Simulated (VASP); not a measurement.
Set up this calculation in VASP 6.6.1, as the native input.

| Item | Value |
| --- | --- |
| Task | single point |
| Functional | PBEsol |
| Potentials or basis | VASP PAW PBE potentials, release 64 (Al, N_h) |
| Cutoff | 900 eV |
| k mesh | 10 × 10 × 10 |
| Occupations | gaussian, width 0.02 eV |
| Spin | no spin polarisation |
| Further INCAR settings | ALGO = Fast; EDIFF = 1e-06; NBANDS = 11 |

The structure of AlN lies in POSCAR:

```
AlN
1.0
    0.0000000000      2.1882900000      2.1882900000
    2.1882900000      0.0000000000      2.1882900000
    2.1882900000      2.1882900000      0.0000000000
Al N
1 1
Direct
    0.0000000000      0.0000000000      0.0000000000
    0.2500000000      0.2500000000      0.2500000000
```

Measurements of this composition are mostly on another form, of space group No. 186.

These files were run (other wordings do the same):

INCAR

```
PREC = Accurate
ENCUT = 900
EDIFF = 1E-6
ISMEAR = 0
SIGMA = 0.02
LREAL = F
LASPH = T
NELM = 60
ALGO = Fast
ISIF = 2
LWAVE = F
LCHARG = F
GGA = PS
NBANDS = 11
```

KPOINTS

```
regular mesh
0
Gamma
  10 10 10
```

Potentials or basis: VASP PAW PBE potentials, release 64 (Al, N_h).

The run is started by

```sh
$ cat potpaw_PBE.64/Al/POTCAR potpaw_PBE.64/N_h/POTCAR > POTCAR
$ mpirun -np 1 vasp_std > vasp.out
```

Results of the run:

```yaml
Pressure: 0.1 GPa
Band_gap_on_the_k_mesh: 3.19 eV, indirect (least direct gap 4.09 eV)
```

Caveat: the cutoff is under 1.25 times the usual one of these potentials, so pressure, stress and relaxed cells hold a basis-set (Pulay) error; the PAW data sets were made with another functional, which shifts forces and pressure a little.

Run time: 15 s on 1 thread of Intel(R) Xeon(R) Platinum 8488C (Sapphire Rapids), on a shared host, peak memory 0.16 GiB.
